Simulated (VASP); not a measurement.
# BaTe (Fm-3m) in VASP: settings compared

One crystal, BaTe, is run at these levels: PBE, LDA; tasks: G0W0 quasiparticle levels, band structure.

Program: VASP 6.6.1. These are calculated values, not measurements. Logs are shortened: lines on timing, memory, paths and dates and some standing lists are left out, and cuts for length are marked.

### Step 1. The structure

The structure is cubic, space group Fm-3m (No. 225). The conventional cell has a = 6.820 Å, b = 6.820 Å, c = 6.820 Å, α = 90.00°, β = 90.00°, γ = 90.00°. Around Ba (site symmetry m-3m) lie 6 Te at 3.41 Å. Te (site symmetry m-3m) is surrounded by 6 Ba at 3.41 Å.

### Step 2. G0W0 quasiparticle levels, PBE

POSCAR reads:

```
BaTe
1.0
    0.0000000000      3.4100000000      3.4100000000
    3.4100000000      0.0000000000      3.4100000000
    3.4100000000      3.4100000000      0.0000000000
Ba Te
1 1
Direct
    0.0000000000      0.0000000000      0.0000000000
    0.5000000000      0.5000000000      0.5000000000
```

INCAR.step1 reads:

```
SYSTEM = BaTe
  PREC = Accurate
  ENCUT = 450
  EDIFF = 1E-8
  ISMEAR = 0
  SIGMA = 0.01
  LREAL = .False.
  LASPH = .True.
  NELM = 80
  ALGO = Normal
  LWAVE = .True.
  LCHARG = .False.
  GGA = PE
```

INCAR.step2 reads:

```
SYSTEM = BaTe
  PREC = Accurate
  ENCUT = 450
  EDIFF = 1E-8
  ISMEAR = 0
  SIGMA = 0.01
  LREAL = .False.
  LASPH = .True.
  NELM = 1
  ALGO = Exact
  LWAVE = .True.
  LCHARG = .False.
  GGA = PE
  NBANDS = 306
  LOPTICS = .True.
  ISTART = 1
```

INCAR.step3 reads:

```
SYSTEM = BaTe
  PREC = Accurate
  ENCUT = 450
  EDIFF = 1E-8
  ISMEAR = 0
  SIGMA = 0.01
  LREAL = .False.
  LASPH = .True.
  ALGO = EVGW0
  LWAVE = .False.
  LCHARG = .False.
  GGA = PE
  NELMGW = 1
  NBANDS = 306
  ENCUTGW = 140
  NOMEGA = 50
  PRECFOCK = Fast
  ISTART = 1
  NBANDSGW = 16
```

KPOINTS reads:

```
Automatic mesh
0
Gamma
  4 4 4
  0 0 0
```

Potentials or basis: VASP PAW PBE potentials, release 64 (Ba_sv_GW, Te_GW).

Started as:

```sh
$ cat potpaw_PBE.64/Ba_sv_GW/POTCAR potpaw_PBE.64/Te_GW/POTCAR > POTCAR
$ cp INCAR.step1 INCAR
$ mpirun -np 1 vasp_std > vasp.out
$ cp INCAR.step2 INCAR
$ mpirun -np 1 vasp_std > vasp.out
$ cp INCAR.step3 INCAR
$ mpirun -np 1 vasp_std > vasp.out
```

OUTCAR:

```text
SYSTEM = BaTe
   PREC = Accurate
   ENCUT = 450
   EDIFF = 1E-8
   ISMEAR = 0
   LREAL = .False.
   LASPH = .True.
   GGA = PE
   NELMGW = 1
   ENCUTGW = 140
   PRECFOCK = Fast
   ISTART = 1

 ion  position               nearest neighbor table
   1  0.000  0.000  0.000-
   2  0.500  0.500  0.500-

  LATTYP: Found a face centered cubic cell.
 ALAT       =     6.8200000000

  Lattice vectors:

 A1 = (   0.0000000000,   3.4100000000,   3.4100000000)
 A2 = (   3.4100000000,   0.0000000000,   3.4100000000)
 A3 = (   3.4100000000,   3.4100000000,   0.0000000000)

Analysis of symmetry for initial positions (statically):
=====================================================================
 Subroutine PRICEL returns:
 Original cell was already a primitive cell.

 Routine SETGRP: Setting up the symmetry group for a
 face centered cubic supercell.

 Subroutine GETGRP returns: Found 48 space group operations
 (whereof 48 operations were pure point group operations)
 out of a pool of 48 trial point group operations.

The static configuration has the point symmetry O_h .

Analysis of symmetry for dynamics (positions and initial velocities):
=====================================================================
 Subroutine PRICEL returns:
 Original cell was already a primitive cell.

 Routine SETGRP: Setting up the symmetry group for a
 face centered cubic supercell.

 Subroutine GETGRP returns: Found 48 space group operations
 (whereof 48 operations were pure point group operations)
 out of a pool of 48 trial point group operations.

The dynamic configuration has the point symmetry O_h .

 Subroutine INISYM returns: Found 48 space group operations
 (whereof 48 operations are pure point group operations),
 and found     1 'primitive' translations

----------------------------------------------------------------------------------------

                                     Primitive cell

  volume of cell :      79.3036

  direct lattice vectors                    reciprocal lattice vectors
[... 46 lines left out ...]
  0.500000  0.000000  0.000000      4.000000
  0.250000  0.250000  0.000000      6.000000
  0.500000  0.250000  0.000000     24.000000
 -0.250000  0.250000  0.000000     12.000000
  0.500000  0.500000  0.000000      3.000000
 -0.250000  0.500000  0.250000      6.000000
   k-points           NKPTS =      8   k-points in BZ     NKDIM =     64   number of bands    NBANDS=    306
   number of dos      NEDOS =    301   number of ions     NIONS =      2
   total plane-waves  NPLWV =  46656
   dimension x,y,z NGX =    36 NGY =   36 NGZ =   36
   dimension x,y,z NGXF=    72 NGYF=   72 NGZF=   72
   ions per type =               1   1
   NGX,Y,Z   is equivalent  to a cutoff of  12.41, 12.41, 12.41 a.u.
   NGXF,Y,Z  is equivalent  to a cutoff of  24.82, 24.82, 24.82 a.u.
 SYSTEM =  BaTe
   PREC   = accura    normal or accurate (medium, high low for compatibility)
   ISTART =      1    job   : 0-new  1-cont  2-samecut
   ICHARG =      0    charge: 1-file 2-atom 10-const
   ISPIN  =      1    spin polarized calculation?
   LNONCOLLINEAR =      F non collinear calculations
   LSORBIT =      F    spin-orbit coupling
   LASPH  =      T    aspherical Exc in radial PAW
   ENCUT  =  450.0 eV  33.07 Ry    5.75 a.u.   8.34  8.34  8.34*2*pi/ulx,y,z
   NELM   =     60;   NELMIN=  2; NELMDL=  0     # of ELM steps
   EDIFF  = 0.1E-07   stopping-criterion for ELM
   LREAL  =      F    real-space projection
   EDIFFG = 0.1E-06   stopping-criterion for IOM
   NSW    =      0    number of steps for IOM
   IBRION =     -1    ionic relax: 0-MD 1-quasi-New 2-CG
   NFREE  =      0    steps in history (QN), initial steepest desc. (CG)
   ISIF   =      0    stress and relaxation
   ISYM   =      3    0-nonsym 1-usesym 2-fastsym
   POTIM  = 0.5000    time-step for ionic-motion
   TEBEG  =    0.0;   TEEND  =   0.0 temperature during run
   PSTRESS=    0.0 pullay stress
   NELECT =      16.0000    total number of electrons
   NUPDOWN=      -1.0000    fix difference up-down
   EMIN   =  10.00;   EMAX   =-10.00  energy-range for DOS
   EFERMI =   0.00;   METHOD = LEGACY
   ISMEAR =     0;   SIGMA  =   0.01  broadening in eV -4-tet -1-fermi 0-gaus
   EFERMI_NEDOS =   21; number of points for ismear=-14 and -15
   IALGO  =     38    algorithm
   IMIX   =      4    mixing-type and parameters
     AMIX     =   0.40;   BMIX     =  1.00
     AMIX_MAG =   1.60;   BMIX_MAG =  1.00
  volume/ion in A,a.u.               =      39.65       267.58
  Fermi-wavevector in a.u.,A,eV,Ry     =   0.960175  1.814468 12.543704  0.921936
  Thomas-Fermi vector in A             =   2.089436
   LORBIT       =      0    0 simple, 1 ext, 2 COOP (PROOUT), +10 PAW based schemes
   GGA     = PE    functional components
   LHFCALC =     T    Hartree Fock is set to
   PRECFOCK=fast      Normal, Fast or Accurate (Low or Medium for compatibility)
   ENCUT4O =  -1.0   cutoff for four orbital integrals eV
   NKREDX  =     1    reduce k-point grid by
   NKREDY  =     1    reduce k-point grid by
   NKREDZ  =     1    reduce k-point grid by
   AEXX    =    1.0000 exact exchange contribution
   HFSCREEN=    0.0000 screening length (either q_TF or 0.3 A-1)
   HFSCREENC=   0.0000 screening length for correlation (either q_TF or 0.3 A-1)
   ENCUTFOCK=  -1.0 apply spherical cutoff to Coloumb kernel
   IVDW    =     0    specifies the selected vdW correction
   LEPSILON=     F    determine dielectric tensor
   LRPA    =     F    only Hartree local field effects (RPA)
   LRPAFORCE           =     F    calculate RPA forces
   ENCUTGW             = 140.0    cutoff for response function in eV
   ENCUTGWSOFT         = 112.0    soft cutoff for Coulomb kernel in GW response function in eV
   ENCUTLF             =  -1.0    cutoff for local field effects
   NELMGW              =     1    number of iterations in solving QP/BSE equation
   NELMHF              =     1    number of iterations in the inner HF iteration
   NKREDLFX            =     1    NKREDLFY  =   1   NKREDLFZ  =   1
 non-spin polarized calculation
 Gauss-broadening in eV      SIGMA  =   0.01
  energy-cutoff  :      450.00
  volume of cell :       79.30
 maximum number of plane-waves:      1759
 NGX is ok and might be reduce to    36
  NGX = 18; NGY = 18; NGZ = 18
   NGX = 17   NGY = 17   NGZ = 17
 maximum number of plane-waves:       308

 QP shifts <psi_nk| G(iteration)W_0 |psi_nk>: iteration 1
 for sc-GW calculations column KS-energies equals QP-energies in previous step
 and V_xc(KS)=  KS-energies - (<T + V_ion + V_H > + <T+V_H+V_ion>^1  + <V_x>^1)

 k-point   1 :       0.0000    0.0000    0.0000
  band No.  KS-energies  QP-energies   sigma(KS)   V_xc(KS)     V^pw_x(r,r')   Z            occupation Imag(sigma)

      1     -22.6432     -23.2669     -16.2342     -15.1765     -24.4008       0.5897       2.0000       1.1841
      2      -7.8214      -9.1557     -15.6642     -13.8585     -18.9538       0.7390       2.0000       0.3029
      3      -7.8214      -9.1557     -15.6642     -13.8585     -18.9538       0.7390       2.0000       0.3029
      4      -7.8214      -9.1557     -15.6642     -13.8585     -18.9538       0.7390       2.0000       0.3029
      5      -5.5797      -6.4319     -12.3133     -11.0950     -17.2165       0.6995       2.0000       1.1164
      6       4.0708       3.2439     -11.6822     -10.5957     -12.7085       0.7610       2.0000       0.1042
[... 135 lines left out ...]
      2      -8.0500      -9.3225     -15.2462     -13.4758     -18.8210       0.7187       2.0000       0.3900
      3      -8.0250      -9.3735     -15.4310     -13.5865     -18.8235       0.7311       2.0000       0.3474
      4      -8.0250      -9.3735     -15.4310     -13.5865     -18.8235       0.7311       2.0000       0.3474
      5      -5.0567      -5.8867     -12.8695     -11.7075     -17.3620       0.7143       2.0000       0.9606
      6       2.7013       1.8104     -11.1070      -9.9085     -12.5493       0.7432       2.0000       0.1412
[... 8 lines left out ...]
     15      11.9897      14.1421      -8.4399     -11.3377      -2.5973       0.7428       0.0000      -0.3011
     16      12.7293      15.6000      -9.1402     -13.1041      -2.8875       0.7242       0.0000      -0.2838
```

OUTCAR.step1:

```text
SYSTEM = BaTe
   PREC = Accurate
   ENCUT = 450
   EDIFF = 1E-8
   ISMEAR = 0
   LREAL = .False.
   LASPH = .True.
[... 323 lines left out ...]
      0.00000      0.00000      0.00000         0.000000     -0.000000     -0.000000
      3.41000      3.41000      3.41000        -0.000000      0.000000      0.000000
 -----------------------------------------------------------------------------------
    total drift:                                0.000000      0.000000      0.000000

  FREE ENERGIE OF THE ION-ELECTRON SYSTEM (eV)
  ---------------------------------------------------
  free  energy   TOTEN  =        -9.9147281191 eV

  energy  without entropy=       -9.9147281191  energy(sigma->0) =       -9.91472812
```

It took 7.3 min on 1 thread of Intel Xeon Platinum 8488C (Sapphire Rapids), shared host; peak memory 0.91 GiB.

Results:

```yaml
Band_gap_on_the_k_mesh_mean-field_level: 1.41 eV, indirect (least direct gap 1.76 eV)
Quasiparticle_gap: 2.36 eV
Least_direct_quasiparticle_gap: 2.74 eV
```

Levels at points of the mesh, in eV from the valence-band top:
```csv
k point,band 5,band 6,band 7,band 8,band 9,band 10,band 11,band 12
"(0.00, 0.00, 0.00)",-9.65,0.00,0.00,0.00,2.95,2.95,2.95,3.31
"(0.50, 0.00, 0.00)",-8.67,-2.39,-1.22,-1.22,4.22,5.03,5.14,5.14
"(0.50, 0.50, 0.00)",-9.43,-1.07,-0.34,-0.34,1.41,4.64,5.08,6.06
```

Caveat: bands, screening cutoff and mesh are small and nothing is extrapolated, so the quasiparticle values aren't converged; spin-orbit coupling is left out, which moves the levels of the heavy elements.

### Step 3. Band structure, PBE

INCAR reads:

```
SYSTEM = BaTe
PREC = Accurate
ENCUT = 520
EDIFF = 1E-6
ISMEAR = 0
SIGMA = 0.02
LREAL = .FALSE.
LASPH = .TRUE.
NELM = 80
ALGO = Normal
ISIF = 2
LWAVE = .FALSE.
LCHARG = .FALSE.
GGA = PE
NBANDS = 15
```

KPOINTS reads:

```
Automatic mesh
0
G
  6 6 6
  0 0 0
```

POSCAR is that of step 2.

KPOINTS_OPT reads:

```
path GXWKGLUWLK,UX
10
line-mode
reciprocal
 0.0000000000  0.0000000000  0.0000000000  G
 0.5000000000  0.0000000000  0.5000000000  X

 0.5000000000  0.0000000000  0.5000000000  X
 0.5000000000  0.2500000000  0.7500000000  W

 0.5000000000  0.2500000000  0.7500000000  W
 0.3750000000  0.3750000000  0.7500000000  K

 0.3750000000  0.3750000000  0.7500000000  K
 0.0000000000  0.0000000000  0.0000000000  G

 0.0000000000  0.0000000000  0.0000000000  G
 0.5000000000  0.5000000000  0.5000000000  L

 0.5000000000  0.5000000000  0.5000000000  L
 0.6250000000  0.2500000000  0.6250000000  U

 0.6250000000  0.2500000000  0.6250000000  U
 0.5000000000  0.2500000000  0.7500000000  W

 0.5000000000  0.2500000000  0.7500000000  W
 0.5000000000  0.5000000000  0.5000000000  L

 0.5000000000  0.5000000000  0.5000000000  L
 0.3750000000  0.3750000000  0.7500000000  K

 0.6250000000  0.2500000000  0.6250000000  U
 0.5000000000  0.0000000000  0.5000000000  X
```

Potentials or basis: VASP PAW PBE potentials, release 64 (Ba_sv, Te).

Started as:

```sh
$ cat potpaw_PBE.64/Ba_sv/POTCAR potpaw_PBE.64/Te/POTCAR > POTCAR
$ mpirun -np 1 vasp_std > vasp.out
```

Run time: 27 s. Hardware: 1 thread of Intel Xeon 6975P-C (Granite Rapids), shared host; peak memory 0.22 GiB.

It converged, with:

- Free energy: -8.5121 eV
- Pressure: 4.3 GPa
- Band gap on the k mesh: 1.33 eV, indirect (least direct gap 1.71 eV)
- Band gap along the path: 1.33 eV, indirect (least direct gap 1.71 eV)

Levels at the corners of the path, in eV from the valence-band top:
```csv
point,band 4,band 5,band 6,band 7,band 8,band 9,band 10,band 11,band 12,band 13
Γ,-12.00,-9.73,0.00,0.00,0.00,2.86,2.86,2.86,3.23,3.57
X,-12.12,-9.50,-1.15,-0.38,-0.38,1.33,4.55,5.00,5.96,6.00
X,-12.12,-9.50,-1.15,-0.38,-0.38,1.33,4.55,5.00,5.96,6.00
W,-12.21,-9.20,-1.43,-0.99,-0.99,3.53,3.53,5.05,5.45,6.02
W,-12.21,-9.20,-1.43,-0.99,-0.99,3.53,3.53,5.05,5.45,6.02
K,-12.08,-9.22,-1.38,-1.10,-0.86,2.49,5.18,5.34,5.48,5.86
K,-12.08,-9.22,-1.38,-1.10,-0.86,2.49,5.18,5.34,5.48,5.86
Γ,-12.00,-9.73,0.00,0.00,0.00,2.86,2.86,2.86,3.23,3.57
Γ,-12.00,-9.73,0.00,0.00,0.00,2.86,2.86,2.86,3.23,3.57
L,-12.02,-8.74,-2.46,-1.30,-1.30,4.29,4.94,5.04,5.04,7.14
L,-12.02,-8.74,-2.46,-1.30,-1.30,4.29,4.94,5.04,5.04,7.14
U,-12.08,-9.22,-1.38,-1.10,-0.86,2.49,5.18,5.34,5.48,5.86
U,-12.08,-9.22,-1.38,-1.10,-0.86,2.49,5.18,5.34,5.48,5.86
W,-12.21,-9.20,-1.43,-0.99,-0.99,3.53,3.53,5.05,5.45,6.02
W,-12.21,-9.20,-1.43,-0.99,-0.99,3.53,3.53,5.05,5.45,6.02
L,-12.02,-8.74,-2.46,-1.30,-1.30,4.29,4.94,5.04,5.04,7.14
L,-12.02,-8.74,-2.46,-1.30,-1.30,4.29,4.94,5.04,5.04,7.14
K,-12.08,-9.22,-1.38,-1.10,-0.86,2.49,5.18,5.34,5.48,5.86
U,-12.08,-9.22,-1.38,-1.10,-0.86,2.49,5.18,5.34,5.48,5.86
X,-12.12,-9.50,-1.15,-0.38,-0.38,1.33,4.55,5.00,5.96,6.00
```

Caveat: spin-orbit coupling is left out, which moves the levels of the heavy elements. As with any semilocal functional, this PBE gap is likely too small.

### Step 4. Band structure, LDA

Edit INCAR of step 3 so:

```diff
@@ -13,3 +13,2 @@
 LCHARG = .FALSE.
-GGA = PE
 NBANDS = 15
```

KPOINTS is that of step 3.

POSCAR is that of step 3.

KPOINTS_OPT is that of step 3.

Potentials or basis: VASP PAW LDA potentials, release 64 (Ba_sv, Te).

Started as:

```sh
$ cat potpaw_LDA.64/Ba_sv/POTCAR potpaw_LDA.64/Te/POTCAR > POTCAR
$ mpirun -np 1 vasp_std > vasp.out
```

It took 29 s on 1 thread of Intel Xeon 6975P-C (Granite Rapids), shared host; peak memory 0.19 GiB.

Results (log left out):

| Item | Value |
| --- | --- |
| Free energy | -9.6011 eV |
| Pressure | 1.3 GPa |
| Band gap on the k mesh | 1.21 eV, indirect (least direct gap 1.59 eV) |
| Band gap along the path | 1.20 eV, indirect (least direct gap 1.59 eV) |

Levels at the corners of the path, in eV from the valence-band top:
```csv
point,band 6,band 7,band 8,band 9,band 10,band 11
Γ,0.00,0.00,0.00,2.75,2.75,2.75
X,-1.16,-0.38,-0.38,1.20,4.50,4.81
X,-1.16,-0.38,-0.38,1.20,4.50,4.81
W,-1.46,-1.00,-1.00,3.42,3.42,4.95
W,-1.46,-1.00,-1.00,3.42,3.42,4.95
K,-1.41,-1.11,-0.87,2.38,5.07,5.23
K,-1.41,-1.11,-0.87,2.38,5.07,5.23
Γ,0.00,0.00,0.00,2.75,2.75,2.75
Γ,0.00,0.00,0.00,2.75,2.75,2.75
L,-2.52,-1.32,-1.32,4.18,4.82,4.93
L,-2.52,-1.32,-1.32,4.18,4.82,4.93
U,-1.41,-1.11,-0.87,2.38,5.07,5.23
U,-1.41,-1.11,-0.87,2.38,5.07,5.23
W,-1.46,-1.00,-1.00,3.42,3.42,4.95
W,-1.46,-1.00,-1.00,3.42,3.42,4.95
L,-2.52,-1.32,-1.32,4.18,4.82,4.93
L,-2.52,-1.32,-1.32,4.18,4.82,4.93
K,-1.41,-1.11,-0.87,2.38,5.07,5.23
U,-1.41,-1.11,-0.87,2.38,5.07,5.23
X,-1.16,-0.38,-0.38,1.20,4.50,4.81
```

Caveat: spin-orbit coupling is left out, which moves the levels of the heavy elements.

[end of part 1 of 2]
